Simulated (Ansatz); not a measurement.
Electric field gradients in HfO2

The cell is a computed structure from the Materials Project (it need not be an observed phase).

Space group P2_12_12 (No. 18); a = 5.0803, b = 5.1649, c = 4.8909 Å.

```csv
site,Wyckoff,site symmetry,x,y,z
Hf,4c,1,0.2774,0.2818,0.7279
O5,2a,..2,0.5000,0.5000,0.4244
O7,2b,..2,0.5000,0.0000,0.5109
O9,4c,1,0.3132,0.6636,0.8955
```

One atom of each set is listed.

Computed with Ansatz: DFT, PBE, plane waves and PAW, scalar-relativistic, 420 eV cutoff, Γ-centred 4×4×4 k-points, Fermi–Dirac smearing 0.02 eV.

Conventions: |V_zz| ≥ |V_yy| ≥ |V_xx|, η = (V_xx − V_yy)/V_zz, C_Q = eQV_zz/h.

177Hf: I = 7/2, Q = 3365 mb; 17O: I = 5/2, Q = -25.58 mb. Q values from Pyykkö, Mol. Phys. 116, 1328 (2018).

```tsv
site	atoms	first shell	V_zz (10²¹ V/m²)	η	C_Q (MHz)
Hf	4	7 O at 1.99–2.25 Å	22.6	0.46	1836
O5	2	4 Hf at 2.16–2.18 Å	-2.29	0.66	1.42
O7	2	4 Hf at 2.13–2.15 Å	-1.14	0.61	0.705
O9	4	3 Hf at 1.99–2.25 Å; also 3 Hf at 3.12–3.30 Å	-5.02	0.46	3.10
```

At O9 V_zz stands upright on the plane through its three neighbours (within 10°).

At this cell the PBE pressure is 10 GPa, so with PBE the cell would grow if it were relaxed. The entry's cell may itself be off. Without spin–orbit coupling the gradients at and beside Hf can be off by some per cent, at some sites by more.
